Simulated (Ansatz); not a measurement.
RbBr:

```xyz
2
Lattice="0.0000 3.4270 3.4270 3.4270 0.0000 3.4270 3.4270 3.4270 0.0000" Properties=species:S:1:pos:R:3 pbc="T T T"
Rb    0.0000    0.0000    0.0000
Br    3.4270    3.4270    3.4270
```

Program: Ansatz 0.2.0. Alike in all runs: task band structure; potentials or basis Ansatz PAW; no spin polarisation; cell as given; k mesh 7 × 7 × 7; smearing fermi-dirac 0.05 eV.

Order these runs on this cell by their band gap on the k mesh, lowest first.
A. level LDA; cutoff (eV) 420
B. level r2SCAN; cutoff (eV) 500
C. level PBEsol; cutoff (eV) 420

A (3.95 eV), C (4.21 eV), B (4.97 eV).

